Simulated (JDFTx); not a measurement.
HgTe (Coloradoite) under changes of volume

One of the cells (33.215 Å³/atom); the others are scaled copies at fixed shape and fractional positions:

```xyz
2
Lattice="0.0000 3.2145 3.2145 3.2145 0.0000 3.2145 3.2145 3.2145 0.0000" Properties=species:S:1:pos:R:3 pbc="T T T"
Hg    0.0000    0.0000    0.0000
Te    4.8217    4.8217    4.8217
```

- Program: JDFTx 1.7.0 (patched build)
- Functional: r2SCAN
- Potentials or basis: SG15-PBE-1.2 with smoothed tails
- Cutoff: 1088 eV
- Density cutoff: 8708 eV
- k mesh: 4 × 4 × 4
- Occupations: fermi-dirac, width 0.05 eV
- Spin: no spin polarisation

| volume (Å³/atom) | energy over the lowest point (meV/atom) | pressure (GPa) |
| --- | --- | --- |
| 31.223 | 83.31 | 7.1 |
| 31.887 | 56.87 | 5.6 |
| 32.551 | 36.28 | 4.3 |
| 33.215 | ? | ? |
| 33.880 | 9.96 | 2.1 |
| 34.544 | 3.17 | 1.2 |
| 35.208 | 0.00 | 0.4 |

Problem. What does the run at 33.215 Å³/atom give?

Solution. Energy over the lowest point 20.83 meV/atom; pressure 3.1 GPa.

Worked out: A Birch-Murnaghan fit of order 3 (a polynomial in V^(-2/3)) to the other rows has its minimum at 35.53 Å³/atom, just outside them, with B0 = V·E''(V) = 39 GPa and B' = 5.4. It gives 20.83 meV/atom at 33.215 Å³/atom, against the run's 20.83, and -dE/dV = 3.2 GPa, against 3.1.

Energies are extrapolated to zero smearing.

Caveats: all runs use coarse meshes; the potentials were made for another functional, which shifts forces and pressure.
